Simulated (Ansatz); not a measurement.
6 insulators and semiconductors (one withheld from the table), relaxed with r2SCAN and computed in Ansatz, in order of their electronic dielectric constant. (Simulation; spin polarisation is off.)

| solid | mean ε∞, r2SCAN | gap, r2SCAN (eV) | gap, HSE06 (eV) | gap, PBE0 (eV) | PBE0 − HSE06 (eV) |
| --- | --- | --- | --- | --- | --- |
| RbCl (rocksalt) | 2.2 | 5.56 | 6.25 | 6.99 | +0.74 |
| SrTe (rocksalt) | 5.3 | 2.17 | 2.49 | 3.15 | +0.66 |
| C (diamond) | 5.8 | 4.36 | 5.30 | 6.05 | +0.75 |
| SiC (4H polytype) | 6.6 | 2.60 | 3.14 | 3.87 | +0.73 |
| CdTe (zincblende) | 7.5 | 1.16 | 1.53 | 2.16 | +0.63 |

Q: TiO₂ (rutile) has a = 4.597 Å, c = 2.953 Å and an r2SCAN gap of 2.22 eV. Estimate its row.

A:

| solid | mean ε∞, r2SCAN | gap, r2SCAN (eV) | gap, HSE06 (eV) | gap, PBE0 (eV) | PBE0 − HSE06 (eV) |
| --- | --- | --- | --- | --- | --- |
| TiO₂ (rutile) | 7.0 | 2.22 | 3.38 | 4.14 | +0.76 |

HSE06 opens the r2SCAN gap by 0.32 to 1.16 eV; the correlation with 1/ε∞ is 0.01, and six solids can't settle a trend.

Spin-orbit coupling is left out, which matters wherever the heavy atoms make up the band edges.

The meshes of the hybrids are coarse, so their gaps aren't converged to the digits shown.
